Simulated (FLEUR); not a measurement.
The system is SnO.

```xyz
4
Lattice="3.8137 0.0000 0.0000 0.0000 3.8137 0.0000 0.0000 0.0000 4.8869" Properties=species:S:1:pos:R:3 pbc="T T T"
Sn    1.9068    0.0000    3.7367
Sn    0.0000    1.9068    1.1503
O     0.0000    0.0000    0.0000
O     1.9068    1.9068    0.0000
```

The cell is a database's computed one.

| Item | Value |
| --- | --- |
| Program | FLEUR MaX-R8.1 (later development tree) |
| Task | single point |
| Functional | PBEsol |
| Potentials or basis | all-electron |
| Basis | FLAPW |
| Kmax | 4.53 1/bohr |
| k mesh | 7 × 7 × 6 |
| Occupations | fermi-dirac, width 0.05 eV |
| Spin | no spin polarisation |
| Gmax | 14 1/bohr |
| Muffin-tin radii | Sn 2.19, O 1.59 bohr |
| lmax | Sn 9, O 8 |
| lnonsphr | Sn 9, O 8 |
| Local orbitals a species | Sn 5, O 3 |
| Max iterations | 60 |
| Mixing factor | 0.05 |
| Mixer | Anderson |
| Mixer history | 15 |

On this cell: largest force 0.074 eV/Å; band gap on the k mesh 0.35 eV, indirect (least direct gap 1.99 eV).

The same run follows on a disturbed copy (atoms moved at random, drawn with an rms of 0.05 Å):

```
Sn O
1.0
     3.81370    0.00000    0.00000
     0.00000    3.81370    0.00000
     0.00000    0.00000    4.88691
Sn O
2 2
Cartesian
  1.9419 -0.0165 3.7618
  0.0122 1.9097 1.0991
  0.0261 0.0131 -0.0093
  1.8823 1.8902 -0.0079
```

Task: What changes?

Result: The energy moves by +11.4 meV/atom; largest force 0.843 eV/Å; band gap on the k mesh 0.58 eV, indirect (least direct gap 1.89 eV).

Forces in eV/Å, atoms in the order of the input:
```
Sn  -0.110  0.049 -0.754
Sn  -0.085 -0.006  0.839
O   -0.191 -0.183 -0.028
O    0.385  0.140 -0.057
```

Caveats: spin-orbit coupling is left out, which moves the levels of the heavy elements; an odd mesh through Γ misses points on the zone boundary, where band edges often lie.
